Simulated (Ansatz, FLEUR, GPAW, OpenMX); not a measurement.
# One calculation of TiCo, 5 ways

```xyz
2
Lattice="2.9861 0.0000 0.0000 0.0000 2.9861 0.0000 0.0000 0.0000 2.9861" Properties=species:S:1:pos:R:3 pbc="T T T"
Co    1.4931    1.4931    1.4931
Ti    0.0000    0.0000    0.0000
```

The cell comes from a database or a generator and needn't be the stable form of this composition.

Alike in all runs: task band structure; functional LDA; k mesh 9 × 9 × 9; occupations fermi-dirac, width 0.05 eV; collinear spin, ferromagnetic start; no spin-orbit coupling. LDA stands for any of its common fits. Pressure is positive in compression and, in plane waves, holds the error of the finite cutoff, which Ansatz's Pulay term estimates and takes out.

```csv
program and potentials,plane-wave cutoff (eV),notes,pressure (GPa),net moment per atom (μB)
"Ansatz, Ansatz PAW",420,"potentials made for PBE, which Ansatz adapts in part; 14.5 valence electrons an atom on average; Pulay term of +0.15 GPa included",-14.70,0.24
"Ansatz, all-electron LAPW, scalar-relativistic",-,-,-14.74,0.25
"OpenMX, OpenMX 2013 LDA set, Co6.0H-s3p2d2, Ti7.0-s3p2d2, grid cutoff 500 Ry",-,atomic basis; 14.5 valence electrons an atom on average,-12.39,0.28
"GPAW, the program's PAW data sets (release 1.2.1) made for this functional",600,10.5 valence electrons an atom on average,-15.09,0.24
"FLEUR, all-electron, FLAPW",-,-,-,0.24
```

The pressure spans -15.09 (GPAW, the program's PAW data sets (release 1.2.1) made for this functional) to -12.39 GPa (OpenMX, OpenMX 2013 LDA set, Co6.0H-s3p2d2, Ti7.0-s3p2d2, grid cutoff 500 Ry), with all-electron results at -14.74. The net moment per atom spans 0.24 (GPAW, the program's PAW data sets (release 1.2.1) made for this functional) to 0.28 μB (OpenMX, OpenMX 2013 LDA set, Co6.0H-s3p2d2, Ti7.0-s3p2d2, grid cutoff 500 Ry), with all-electron results at 0.24 to 0.25. The cell lies far from this level's equilibrium. The state is the one that the start led to, which needn't be the lowest. The pressure on the cell as given of OpenMX, OpenMX 2013 LDA set, Co6.0H-s3p2d2, Ti7.0-s3p2d2, grid cutoff 500 Ry lies far from the others; the cause wasn't traced. Rows in atomic bases carry the error of their basis and grid, which can be large.

The functional is the same throughout but for its coding, so the spread measures potentials, basis and numerics; runs on potential files found faulty are left out.

All five calculations give a weak ferromagnetic moment, 0.24 to 0.28 μB per atom, and every pressure reported is negative, so the lattice would contract if released. That fits the usual overbinding of LDA, which favours shorter metallic bonds than those in this cell.

The moment is best read as itinerant. In the CsCl-type structure, Ti and Co d states hybridise into bonding and antibonding bands separated by a pseudogap. TiCo has one valence electron more per formula unit than TiFe, which places the Fermi level among the antibonding d states above that pseudogap, where exchange splitting can pay off.

Experimentally, however, ordered TiCo is known as an exchange-enhanced paramagnet without spontaneous magnetisation. The agreement between codes therefore suggests a shared error of the functional rather than a numerical artefact: static LDA lacks the spin fluctuations that suppress weak itinerant order. The stretched lattice probably helps too, by narrowing the d bands, and whether the moment would survive relaxation to the LDA volume remains open.
